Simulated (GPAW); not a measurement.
# CdTe (F-43m) in GPAW: further runs, part 2 of 3

GPAW 26.7.0.

### Step 3. Hybrid scf, PBE-EpsX

Input file run.py:

```python
import spglib
from ase import Atoms
from ase.dft.bandgap import bandgap
from ase.io import read, write
from gpaw import GPAW, PW

atoms = read('CdTe.cif')
cell, positions, numbers = spglib.find_primitive(
    (atoms.cell[:], atoms.get_scaled_positions(), atoms.numbers), symprec=1e-4)
atoms = Atoms(numbers, cell=cell, scaled_positions=positions, pbc=True)

calc = GPAW(mode=PW(350),
            xc={'name': '0.872_GGA_X_PBE+1.0_GGA_C_PBE', 'fraction': 0.128, 'omega': 0.0, 'backend': 'pw'},
            kpts={'size': (2, 2, 2), 'gamma': True},
            occupations={'name': 'fermi-dirac', 'width': 0.05},
            nbands=18,
            convergence={'density': 0.0001},
            maxiter=75,
            txt='gpaw.txt')
atoms.calc = calc
energy = atoms.get_potential_energy()
calc.write('gs.gpw')
write('result.traj', atoms)
print(f'Energy: {energy:.6f} eV')
print('Fermi level:', round(calc.get_fermi_level(), 4), 'eV')
print(f'Gap: {bandgap(calc)[0]:.4f} eV, direct: {bandgap(calc, direct=True)[0]:.4f} eV')
```

Input file CdTe.cif:

```cif
data_CdTe
_cell_length_a 6.41000000
_cell_length_b 6.41000000
_cell_length_c 6.41000000
_cell_angle_alpha 90.00000000
_cell_angle_beta 90.00000000
_cell_angle_gamma 90.00000000
_space_group_name_H-M_alt 'F-43m'
_space_group_name_Hall 'F -4 2 3'
_space_group_IT_number 216
loop_
_space_group_symop_operation_xyz
'x,y,z'
'y,-x,-z'
'-x,-y,z'
'-y,x,-z'
'x,-y,-z'
'y,x,z'
'-x,y,-z'
'-y,-x,z'
'z,x,y'
'-z,y,-x'
'z,-x,-y'
'-z,-y,x'
'-z,x,-y'
'z,y,x'
'-z,-x,y'
'z,-y,-x'
'y,z,x'
'-x,-z,y'
'-y,z,-x'
'x,-z,-y'
'-y,-z,x'
'x,z,y'
'y,-z,-x'
'-x,z,-y'
'x,y+1/2,z+1/2'
'y,-x+1/2,-z+1/2'
'-x,-y+1/2,z+1/2'
'-y,x+1/2,-z+1/2'
'x,-y+1/2,-z+1/2'
'y,x+1/2,z+1/2'
'-x,y+1/2,-z+1/2'
'-y,-x+1/2,z+1/2'
'z,x+1/2,y+1/2'
'-z,y+1/2,-x+1/2'
'z,-x+1/2,-y+1/2'
'-z,-y+1/2,x+1/2'
'-z,x+1/2,-y+1/2'
'z,y+1/2,x+1/2'
'-z,-x+1/2,y+1/2'
'z,-y+1/2,-x+1/2'
'y,z+1/2,x+1/2'
'-x,-z+1/2,y+1/2'
'-y,z+1/2,-x+1/2'
'x,-z+1/2,-y+1/2'
'-y,-z+1/2,x+1/2'
'x,z+1/2,y+1/2'
'y,-z+1/2,-x+1/2'
'-x,z+1/2,-y+1/2'
'x+1/2,y,z+1/2'
'y+1/2,-x,-z+1/2'
'-x+1/2,-y,z+1/2'
'-y+1/2,x,-z+1/2'
'x+1/2,-y,-z+1/2'
'y+1/2,x,z+1/2'
'-x+1/2,y,-z+1/2'
'-y+1/2,-x,z+1/2'
'z+1/2,x,y+1/2'
'-z+1/2,y,-x+1/2'
'z+1/2,-x,-y+1/2'
'-z+1/2,-y,x+1/2'
'-z+1/2,x,-y+1/2'
'z+1/2,y,x+1/2'
'-z+1/2,-x,y+1/2'
'z+1/2,-y,-x+1/2'
'y+1/2,z,x+1/2'
'-x+1/2,-z,y+1/2'
'-y+1/2,z,-x+1/2'
'x+1/2,-z,-y+1/2'
'-y+1/2,-z,x+1/2'
'x+1/2,z,y+1/2'
'y+1/2,-z,-x+1/2'
'-x+1/2,z,-y+1/2'
'x+1/2,y+1/2,z'
'y+1/2,-x+1/2,-z'
'-x+1/2,-y+1/2,z'
'-y+1/2,x+1/2,-z'
'x+1/2,-y+1/2,-z'
'y+1/2,x+1/2,z'
'-x+1/2,y+1/2,-z'
'-y+1/2,-x+1/2,z'
'z+1/2,x+1/2,y'
'-z+1/2,y+1/2,-x'
'z+1/2,-x+1/2,-y'
'-z+1/2,-y+1/2,x'
'-z+1/2,x+1/2,-y'
'z+1/2,y+1/2,x'
'-z+1/2,-x+1/2,y'
'z+1/2,-y+1/2,-x'
'y+1/2,z+1/2,x'
'-x+1/2,-z+1/2,y'
'-y+1/2,z+1/2,-x'
'x+1/2,-z+1/2,-y'
'-y+1/2,-z+1/2,x'
'x+1/2,z+1/2,y'
'y+1/2,-z+1/2,-x'
'-x+1/2,z+1/2,-y'
loop_
_atom_site_label
_atom_site_type_symbol
_atom_site_symmetry_multiplicity
_atom_site_Wyckoff_symbol
_atom_site_fract_x
_atom_site_fract_y
_atom_site_fract_z
_atom_site_occupancy
Te1 Te 4 c 0.2500000000 0.2500000000 0.2500000000 1
Cd1 Cd 4 a 0.0000000000 0.0000000000 0.0000000000 1
```

Potentials or basis: GPAW PAW data sets (gpaw-data 1.2.1), pw.

Started as:

```console
$ OMP_NUM_THREADS=1 python run.py
```

gpaw.txt:

```text
__  _  _
 | _ |_)|_||  |
 |__||  | ||/\| - 26.7.0

Input parameters:
  mode=PW(ecut=350.0),
  convergence={'density': 0.0001},
  kpts=MonkhorstPack(size=(2, 2, 2), gamma=True),
  maxiter=75,
  nbands=18,
  occupations=Occupations(name='fermi-dirac', width=0.05),
  xc=XC(name='0.872_GGA_X_PBE+1.0_GGA_C_PBE', fraction=0.128, omega=0.0, backend='pw')

Diagonalizing LCAO Hamiltonian
Converting LCAO to pw mode

            Te

       Cd

Atoms  # Å, Bohr magnetons
|   | symbol |        x |        y |        z |    initial magnetic moments |
|---|--------|----------|----------|----------|-----------------------------|
| 0 |     Te | 1.602500 | 1.602500 | 1.602500 | ( 0.0000,  0.0000,  0.0000) |
| 1 |     Cd | 0.000000 | 0.000000 | 0.000000 | ( 0.0000,  0.0000,  0.0000) |

Unit cell  # Å
| periodic |        x |        y |        z |  lengths |    angles |
|----------|----------|----------|----------|----------|-----------|
|      yes | 0.000000 | 3.205000 | 3.205000 | 4.532554 | 60.000000 |
|      yes | 3.205000 | 0.000000 | 3.205000 | 4.532554 | 60.000000 |
|      yes | 3.205000 | 3.205000 | 0.000000 | 4.532554 | 60.000000 |

Number of symmetries: 24
Symmetry operations  # r_c * U_cc + t_c -> r_c
|    | kind |            matrix            |
|----|------|------------------------------|
|  0 |  E   |  1, 0, 0,  0, 1, 0,  0, 0, 1 |
|  1 |  σ   |  1, 0, 0,  0, 0, 1,  0, 1, 0 |
|  2 |  σ   |  1, 0,-1,  0, 1,-1,  0, 0,-1 |
|  3 |  C3  |  1, 0,-1,  0, 0,-1,  0, 1,-1 |
|  4 |  C3  |  1,-1, 0,  0,-1, 1,  0,-1, 0 |
|  5 |  σ   |  1,-1, 0,  0,-1, 0,  0,-1, 1 |
|  6 |  σ   |  0, 1, 0,  1, 0, 0,  0, 0, 1 |
|  7 |  C3  |  0, 1, 0,  0, 0, 1,  1, 0, 0 |
|  8 |  C2  |  0, 1,-1,  1, 0,-1,  0, 0,-1 |
|  9 |  S4  |  0, 1,-1,  0, 0,-1,  1, 0,-1 |
| 10 |  C3  |  0, 0, 1,  1, 0, 0,  0, 1, 0 |
| 11 |  σ   |  0, 0, 1,  0, 1, 0,  1, 0, 0 |
| 12 |  S4  |  0, 0,-1,  1, 0,-1,  0, 1,-1 |
| 13 |  C3  |  0, 0,-1,  0, 1,-1,  1, 0,-1 |
| 14 |  S4  |  0,-1, 1,  1,-1, 0,  0,-1, 0 |
| 15 |  C2  |  0,-1, 1,  0,-1, 0,  1,-1, 0 |
| 16 |  C3  |  0,-1, 0,  1,-1, 0,  0,-1, 1 |
| 17 |  S4  |  0,-1, 0,  0,-1, 1,  1,-1, 0 |
| 18 |  S4  | -1, 1, 0, -1, 0, 1, -1, 0, 0 |
| 19 |  C3  | -1, 1, 0, -1, 0, 0, -1, 0, 1 |
| 20 |  C3  | -1, 0, 1, -1, 1, 0, -1, 0, 0 |
| 21 |  S4  | -1, 0, 1, -1, 0, 0, -1, 1, 0 |
| 22 |  σ   | -1, 0, 0, -1, 1, 0, -1, 0, 1 |
| 23 |  C2  | -1, 0, 0, -1, 0, 1, -1, 1, 0 |

BZ-sampling:
  Number of BZ points: 8
  Number of IBZ points: 3

  Monkhorst-Pack size: [2, 2, 2]
  Monkhorst-Pack shift: [0.25, 0.25, 0.25]

K-points  # in reciprocal-cell coordinates
|   |                                coordinates |     weight |
|---|--------------------------------------------|------------|
| 0 | (  0.00000000,   0.00000000,   0.00000000) | 0.12500000 |
| 1 | (  0.50000000,   0.50000000,   0.00000000) | 0.37500000 |
| 2 | (  0.50000000,   0.50000000,   0.50000000) | 0.50000000 |

Plane wave coefficients: 982
Cutoff: 350.0 eV

Spin-components: 1 (collinear spins)
Bands:           18
Projectors:      11
Spin-degeneracy: 2
Datatype:        complex128

Density:
  Valence electrons: 18.0
  Components: 1
  Grid points: [20 20 20]
  Charge: 0.0  # |e|

Potential:
  Grid points: [20 20 20]

species:
  Te:
    name:    Tellurium
    Z:       52.0
    valence: 6
    core:    46
    charge:  0.0  # [|e|]
    compensation charges:
      type: gauss
      rc: 0.36  # [Å]
      lmax: 2
    cutoffs:
      filter: 2.09  # [Å]
      core: 3.17  # [Å]
    projectors
    | kind |    occ | energy [eV] | rcut [Å] |
    |------|--------|-------------|----------|
    |   5s |  2.000 |     -15.089 |    1.180 |
    |   5p |  4.000 |      -5.955 |    1.196 |
    |    s |        |      12.123 |    1.180 |
    |    p |        |      21.256 |    1.196 |
    |    d |        |       0.000 |    1.238 |

    Using partial waves for Te as LCAO basis

  Cd:
    name:    Cadmium
    Z:       48.0
    valence: 12
    core:    36
    charge:  0.0  # [|e|]
    compensation charges:
      type: gauss
      rc: 0.38  # [Å]
      lmax: 2
    cutoffs:
      filter: 2.12  # [Å]
      core: 2.62  # [Å]
    projectors
    | kind |    occ | energy [eV] | rcut [Å] |
    |------|--------|-------------|----------|
    |   5s |  2.000 |      -5.655 |    1.191 |
    |   5p |  0.000 |      -1.186 |    1.228 |
    |   4d | 10.000 |     -11.739 |    1.164 |
    |    s |        |      21.556 |    1.191 |
    |    p |        |      26.026 |    1.228 |
    |    d |        |      15.473 |    1.164 |

    Using partial waves for Cd as LCAO basis

Reference energy: -336963.801770  # eV

eigensolver:
  PPCG
  Converge bands: occupied
  niter=2

density mixing:
  MSR1-Mixer
  Pratt-step length: 0.05
  Maximum mixing coefficient: 0.75
  Old densities: 10
  SVD Regularization: 0.005
  Good broyden scale: 1.0
  Trust region scale: 1.0
  Backstep threshold: 4.0
  History deletion threshold: 6.0
  Fourier metric: weight=20.0, sigma=0.015

occupation numbers:
  Fermi-Dirac:
    width: 0.0500  # eV

poisson solver:
  ecut: 2800.0  # eV

xc functional:
  name: 0.872_GGA_X_PBE+1.0_GGA_C_PBE with 2 nearest neighbor stencil

convergence criteria:
- Maximum integral of absolute [dens]ity change: 0.0001 electrons / valence electron
- Maximum [total energy] change in last 3 cyles: 0.0005 eV / valence electron
- Maximum integral of absolute [eigenst]ate change: 4e-08 eV^2 / valence electron
maximum number of iterations: 75

IBZ(<points: 3, symmetries: 24>)
Occupied bands: 10
SCF iterations
|iter     | |      energy | eigst |  dens |
|---------|-|-------------|-------|-------|
|iter:   1| |-1139.136598 | -0.54 |       |
|iter:   2| |   -7.292537 | -0.99 | -0.90 |
|iter:   3| |   -7.227303 | -2.45 | -1.12 |
|iter:   4| |   -7.032169 | -2.23 | -1.19 |
|iter:   5| |   -7.015262 | -2.24 | -1.36 |
|iter:   6| |   -7.007539 | -3.62 | -1.56 |
|iter:   7| |   -7.003526 | -3.57 | -1.84 |
|iter:   8| |   -7.003510c| -4.75 | -2.31 |
|iter:   9| |   -7.002975c| -5.26 | -2.41 |
|iter:  10| |   -7.002629c| -5.36 | -2.56 |
|iter:  11| |   -7.001906c| -4.35 | -2.60 |
|iter:  12| |   -7.001929c| -5.81 | -3.33 |
|iter:  13| |   -7.001928c| -7.08 | -4.05c|
|iter:  14| |   -7.001928c| -8.43c| -4.45c|

Converged in 14 steps
Energy contributions relative to reference atoms: (reference = -336963.801770)

Energy contributions:
  Kinetic:          31.912292
  Coulomb:         -26.730235
  Zero:              0.240356
  External:          0.000000
  Xc:             1122.037583
  Entropy:          -0.000000
  Spinorbit:         0.000000
  Hybrid_Xc_Cc:     -1090.166501
  Hybrid_Xc_Vc:       -21.584413
  Hybrid_Xc_Vv:       -22.711010
  ----------------------------
  Free energy:      -7.001928
  Extrapolated:     -7.001928

dipole moment: (-25.462735, -25.462735, -25.462735)  # |e|*Ang

Fermi level: 4.728
Eigenvalues  # (at kpt = [0.000, 0.000, 0.000])
| band index |      eig [eV] | occ [0-2] |
|------------|---------------|-----------|
|          0 |        -7.943 |     2.000 |
|          1 |        -5.433 |     2.000 |
|          2 |        -5.433 |     2.000 |
|          3 |        -5.433 |     2.000 |
|          4 |        -5.161 |     2.000 |
|          5 |        -5.161 |     2.000 |
[... 10 lines left out ...]
|         16 |        14.754 |     0.000 |
|         17 |        14.754 |     0.000 |

Gap: 1.686 eV
Transition (v -> c):
  (s=0, k=0, n=8, [0.00, 0.00, 0.00]) -> (s=0, k=0, n=9, [0.00, 0.00, 0.00])
No difference between direct/indirect transitions
# Writing to gs.gpw (mode='')
```

Run time: 76 s. Hardware: 1 thread of Arm Neoverse V1, shared host; peak memory 0.15 GiB.

These settings aren't checked as converged: the numbers below hold their error.

Results:

| Property | Result |
| --- | --- |
| Free energy | -7.0019 eV |
| Band gap on the k mesh | 1.69 eV, direct |

Caveat: the k mesh is coarse (spacing up to 0.85 Å⁻¹), so the values aren't converged, least of all with exact exchange; spin-orbit coupling is left out, which moves the levels of the heavy elements.

### Step 4. Dielectric tensor, PBE

Input file run.py:

```python
import numpy as np
from ase.dft.bandgap import bandgap
from ase.io import read, write
from gpaw import GPAW, PW
from gpaw.response.df import DielectricFunction

atoms = read('CdTe.cif')

calc = GPAW(mode=PW(500),
            xc='PBE',
            kpts={'size': (6, 6, 6), 'gamma': True},
            occupations={'name': 'fermi-dirac', 'width': 0.001},
            nbands=18,
            convergence={'density': 1e-06},
            maxiter=150,
            txt='gpaw.txt')
atoms.calc = calc
energy = atoms.get_potential_energy()
calc.write('gs.gpw')
write('result.traj', atoms)
print(f'Energy: {energy:.6f} eV')
print('Fermi level:', round(calc.get_fermi_level(), 4), 'eV')
print(f'Gap: {bandgap(calc)[0]:.4f} eV, direct: {bandgap(calc, direct=True)[0]:.4f} eV')

for size in [(13, 13, 13), (18, 18, 18)]:
    name = 'x'.join(str(n) for n in size)
    dense = calc.fixed_density(kpts={'size': size, 'gamma': True},
                               nbands=31, convergence={'bands': 25},
                               update_fermi_level=True, txt=f'dense-{name}.txt')
    dense.write(f'{name}.gpw', mode='all')
    df = DielectricFunction(f'{name}.gpw', frequencies=np.array([0.0]), hilbert=False, eta=0.001,
                            ecut=80, nbands=25, intraband=False, txt=f'df-{name}.txt')
    for xc in ['RPA', 'LR0.1', 'Bootstrap']:
        for direction in ['x', 'y', 'z', [0, 1, 1], [1, 0, 1], [1, 1, 0]]:
            e0, e = df.get_macroscopic_dielectric_constant(xc=xc, direction=direction)
            print(f'{name} {xc} {direction}: {e0:.4f} without, {e:.4f} with local fields')
```

Input file CdTe.cif:

```cif
data_CdTe
_cell_length_a 4.53255447
_cell_length_b 4.53255447
_cell_length_c 4.53255447
_cell_angle_alpha 60.00000000
_cell_angle_beta 60.00000000
_cell_angle_gamma 60.00000000
_space_group_name_H-M_alt 'P1'
_space_group_name_Hall 'P 1'
_space_group_IT_number 1
loop_
_space_group_symop_operation_xyz
'x,y,z'
loop_
_atom_site_label
_atom_site_type_symbol
_atom_site_symmetry_multiplicity
_atom_site_Wyckoff_symbol
_atom_site_fract_x
_atom_site_fract_y
_atom_site_fract_z
_atom_site_occupancy
Te1 Te 1 a 0.7500000000 0.7500000000 0.7500000000 1
Cd1 Cd 1 a 0.0000000000 0.0000000000 0.0000000000 1
```

Potentials or basis: GPAW PAW data sets (gpaw-data 1.2.1), pw.

Started as:

```console
$ OMP_NUM_THREADS=1 python run.py
```

gpaw.txt:

```text
__  _  _
 | _ |_)|_||  |
 |__||  | ||/\| - 26.7.0

Input parameters:
  mode=PW(ecut=500.0),
  convergence={'density': 1e-06},
  kpts=MonkhorstPack(size=(6, 6, 6), gamma=True),
  maxiter=150,
  nbands=18,
  occupations=Occupations(name='fermi-dirac', width=0.001),
  xc=XC(name='PBE')

Diagonalizing LCAO Hamiltonian
Converting LCAO to pw mode

                           Te

       Cd

Atoms  # Å, Bohr magnetons
|   | symbol |        x |        y |        z |    initial magnetic moments |
|---|--------|----------|----------|----------|-----------------------------|
| 0 |     Te | 6.798832 | 3.925307 | 2.775611 | ( 0.0000,  0.0000,  0.0000) |
| 1 |     Cd | 0.000000 | 0.000000 | 0.000000 | ( 0.0000,  0.0000,  0.0000) |

Unit cell  # Å
| periodic |        x |        y |        z |  lengths |    angles |
|----------|----------|----------|----------|----------|-----------|
|      yes | 4.532554 | 0.000000 | 0.000000 | 4.532554 | 60.000000 |
|      yes | 2.266277 | 3.925307 | 0.000000 | 4.532554 | 60.000000 |
|      yes | 2.266277 | 1.308436 | 3.700815 | 4.532554 | 60.000000 |

Number of symmetries: 24
Symmetry operations  # r_c * U_cc + t_c -> r_c
|    | kind |            matrix            |
|----|------|------------------------------|
|  0 |  E   |  1, 0, 0,  0, 1, 0,  0, 0, 1 |
|  1 |  σ   |  1, 0, 0,  0, 0, 1,  0, 1, 0 |
|  2 |  σ   |  1, 0,-1,  0, 1,-1,  0, 0,-1 |
|  3 |  C3  |  1, 0,-1,  0, 0,-1,  0, 1,-1 |
|  4 |  C3  |  1,-1, 0,  0,-1, 1,  0,-1, 0 |
|  5 |  σ   |  1,-1, 0,  0,-1, 0,  0,-1, 1 |
|  6 |  σ   |  0, 1, 0,  1, 0, 0,  0, 0, 1 |
|  7 |  C3  |  0, 1, 0,  0, 0, 1,  1, 0, 0 |
|  8 |  C2  |  0, 1,-1,  1, 0,-1,  0, 0,-1 |
|  9 |  S4  |  0, 1,-1,  0, 0,-1,  1, 0,-1 |
| 10 |  C3  |  0, 0, 1,  1, 0, 0,  0, 1, 0 |
| 11 |  σ   |  0, 0, 1,  0, 1, 0,  1, 0, 0 |
| 12 |  S4  |  0, 0,-1,  1, 0,-1,  0, 1,-1 |
| 13 |  C3  |  0, 0,-1,  0, 1,-1,  1, 0,-1 |
| 14 |  S4  |  0,-1, 1,  1,-1, 0,  0,-1, 0 |
| 15 |  C2  |  0,-1, 1,  0,-1, 0,  1,-1, 0 |
| 16 |  C3  |  0,-1, 0,  1,-1, 0,  0,-1, 1 |
| 17 |  S4  |  0,-1, 0,  0,-1, 1,  1,-1, 0 |
| 18 |  S4  | -1, 1, 0, -1, 0, 1, -1, 0, 0 |
| 19 |  C3  | -1, 1, 0, -1, 0, 0, -1, 0, 1 |
| 20 |  C3  | -1, 0, 1, -1, 1, 0, -1, 0, 0 |
| 21 |  S4  | -1, 0, 1, -1, 0, 0, -1, 1, 0 |
| 22 |  σ   | -1, 0, 0, -1, 1, 0, -1, 0, 1 |
| 23 |  C2  | -1, 0, 0, -1, 0, 1, -1, 1, 0 |

BZ-sampling:
  Number of BZ points: 216
  Number of IBZ points: 16

  Monkhorst-Pack size: [6, 6, 6]
  Monkhorst-Pack shift: [0.08333333333333333, 0.08333333333333333, 0.08333333333333333]

K-points  # in reciprocal-cell coordinates
[... 52 lines left out ...]
    |    s |        |      12.123 |    1.180 |
    |    p |        |      21.256 |    1.196 |
    |    d |        |       0.000 |    1.238 |

    Using partial waves for Te as LCAO basis

  Cd:
    name:    Cadmium
    Z:       48.0
    valence: 12
    core:    36
    charge:  0.0  # [|e|]
    compensation charges:
      type: gauss
      rc: 0.38  # [Å]
      lmax: 2
    cutoffs:
      filter: 2.12  # [Å]
      core: 2.62  # [Å]
    projectors
    | kind |    occ | energy [eV] | rcut [Å] |
    |------|--------|-------------|----------|
    |   5s |  2.000 |      -5.655 |    1.191 |
    |   5p |  0.000 |      -1.186 |    1.228 |
    |   4d | 10.000 |     -11.739 |    1.164 |
    |    s |        |      21.556 |    1.191 |
    |    p |        |      26.026 |    1.228 |
    |    d |        |      15.473 |    1.164 |

    Using partial waves for Cd as LCAO basis

Reference energy: -336963.801770  # eV

eigensolver:
  PPCG
  Converge bands: occupied
  niter=2

density mixing:
  MSR1-Mixer
  Pratt-step length: 0.05
  Maximum mixing coefficient: 0.75
  Old densities: 10
  SVD Regularization: 0.005
  Good broyden scale: 1.0
  Trust region scale: 1.0
  Backstep threshold: 4.0
  History deletion threshold: 6.0
  Fourier metric: weight=20.0, sigma=0.015

occupation numbers:
  Fermi-Dirac:
    width: 0.0010  # eV

poisson solver:
  ecut: 4000.0  # eV

xc functional:
  name: PBE with 2 nearest neighbor stencil

convergence criteria:
- Maximum integral of absolute [dens]ity change: 1e-06 electrons / valence electron
- Maximum [total energy] change in last 3 cyles: 0.0005 eV / valence electron
- Maximum integral of absolute [eigenst]ate change: 4e-08 eV^2 / valence electron
maximum number of iterations: 150

SCF iterations
|iter     | |      energy | eigst |  dens |
|---------|-|-------------|-------|-------|
|iter:   1| |   -5.212736 | -0.41 |       |
|iter:   2| |   -5.168685 | -2.37 | -1.25 |
|iter:   3| |   -4.999264 | -1.76 | -1.30 |
|iter:   4| |   -4.998379 | -3.33 | -1.79 |
|iter:   5| |   -4.998043c| -3.82 | -2.23 |
|iter:   6| |   -4.998081c| -5.50 | -2.95 |
|iter:   7| |   -4.998085c| -6.70 | -3.56 |
|iter:   8| |   -4.998085c| -7.90c| -4.47 |
|iter:   9| |   -4.998085c| -8.39c| -5.31 |
|iter:  10| |   -4.998085c| -8.92c| -5.90 |
|iter:  11| |   -4.998085c| -9.33c| -6.40c|

Converged in 11 steps
Energy contributions relative to reference atoms: (reference = -336963.801770)

Energy contributions:
  Kinetic:          22.266797
  Coulomb:         -20.111494
  Zero:              0.267549
  External:          0.000000
  Xc:               -7.420937
  Entropy:          -0.000000
  Spinorbit:         0.000000
  ----------------------------
  Free energy:      -4.998085
  Extrapolated:     -4.998085

dipole moment: (-23.342769, -13.476954, -9.529645)  # |e|*Ang

Fermi level: 4.434
Eigenvalues  # (at kpt = [0.000, 0.000, 0.000])
| band index |      eig [eV] | occ [0-2] |
|------------|---------------|-----------|
|          0 |        -7.266 |     2.000 |
|          1 |        -4.271 |     2.000 |
|          2 |        -4.271 |     2.000 |
|          3 |        -4.271 |     2.000 |
|          4 |        -3.984 |     2.000 |
|          5 |        -3.984 |     2.000 |
[... 10 lines left out ...]
|         16 |        14.189 |     0.000 |
|         17 |        14.189 |     0.000 |

Gap: 0.870 eV
Transition (v -> c):
  (s=0, k=0, n=8, [0.00, 0.00, 0.00]) -> (s=0, k=0, n=9, [0.00, 0.00, 0.00])
No difference between direct/indirect transitions
# Writing to gs.gpw (mode='')
```

Run time: 4.9 min. Hardware: 1 thread of Arm Neoverse V1, shared host; peak memory 0.67 GiB.

Results:

```yaml
Free_energy: -4.9981 eV
Band_gap_on_the_k_mesh: 0.87 eV, direct
Electronic_dielectric_tensor_diagonal: 7.82
```

Electronic dielectric tensor:
```
7.82 0.00 0.00
0.00 7.82 0.00
0.00 0.00 7.82
```

Caveat: the long-wavelength limit can be off by several per cent where d states take part; spin-orbit coupling is left out, which moves the levels of the heavy elements.

[end of part 2 of 3]
